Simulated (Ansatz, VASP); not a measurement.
## Two plane-wave programs on CaS

```
Ca S
1.0
     0.00000    2.85237    2.85237
     2.85237    0.00000    2.85237
     2.85237    2.85237    0.00000
Ca S
1 1
Direct
  0.00000 0.00000 0.00000
  0.50000 0.50000 0.50000
```

The cell comes from a database or a generator and needn't be the stable form of this composition.

Alike in both runs: task single point; functional PBE; k mesh 6 × 6 × 6; occupations gaussian, width 0.1 eV; no spin polarisation.

|  | VASP | Ansatz |
| --- | --- | --- |
| version | VASP 6.6.1 | Ansatz 0.2.0 |
| potentials or method | VASP PAW PBE potentials, release 64 (Ca_sv, S) | scalar-relativistic, plane waves, PAW |
| plane-wave cutoff (eV) | 520 | 420 |
| valence electrons in the cell | 16 | 16 |

```csv
,VASP,Ansatz,Ansatz less VASP
gap on the k mesh at the Fermi level (eV),2.37,2.37,+0.005
least direct gap on the mesh (eV),3.17,3.18,+0.005
pressure (GPa),0.4,0.2,-0.15
```

The functional is the same, so the differences come from potentials, cutoffs and numerics.

A k mesh can miss the band edges. Expect the measured gap to be larger: semilocal functionals such as PBE lack the derivative discontinuity.
